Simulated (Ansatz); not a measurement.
# AlN (P6_3mc), frozen normal mode

Computed with DFT PBE, scalar-relativistic, plane waves, PAW in Ansatz. Settings: plane waves to 420 eV, k-mesh 8×6×4 (Γ-centred), Gaussian smearing 0.05 eV. No spin polarisation. Energies are free energies at this smearing, counted from the undisturbed cell; pressure is positive in compression.

Zero of the scan (relaxed at this level):

```
Al N
1.0
    -3.13024    0.00000    0.00000
     0.00000    0.00000   -5.01798
     0.00000   -5.42173    0.00000
Al N
4 4
Direct
  0.50000 0.99827 0.16667
  0.00000 0.99827 0.66667
  0.00000 0.49827 0.33333
  0.50000 0.49827 0.83333
  0.50000 0.61673 0.16667
  0.00000 0.61673 0.66667
  0.00000 0.11673 0.33333
  0.50000 0.11673 0.83333
```

A zone-centre mode of this cell is frozen in: each atom moves by x times its row below, so x is the largest displacement.
```
atom ux uy uz
 Al1  -1.000  0.000  0.000
 Al2   1.000  0.000  0.000
 Al3  -1.000  0.000  0.000
 Al4   1.000  0.000  0.000
  N5  -0.903  0.000  0.000
  N6   0.903  0.000  0.000
  N7  -0.903  0.000  0.000
  N8   0.903  0.000  0.000
```

```
  x (Å)  ΔE (meV/cell)
-0.3000         1261.0
-0.1500          318.1
 0.0000            0.0
 0.0375           19.9
 0.0750           79.5
 0.1125          178.9
 0.1875          496.8
 0.2250          714.5
 0.2625          969.9
```

(1) Predict the gap on the mesh (eV) at each point.

Answers

(1)
```
  x (Å) gap on the mesh (eV)
-0.3000                  3.38
-0.1500                  3.91
 0.0000                  4.03
 0.0375                  4.03
 0.0750                  4.00
 0.1125                  3.97
 0.1875                  3.85
 0.2250                  3.73
 0.2625                  3.57
```

Cost: 9 runs of about 1.5 core-minutes in all, on Arm Neoverse V2 (shared hosts).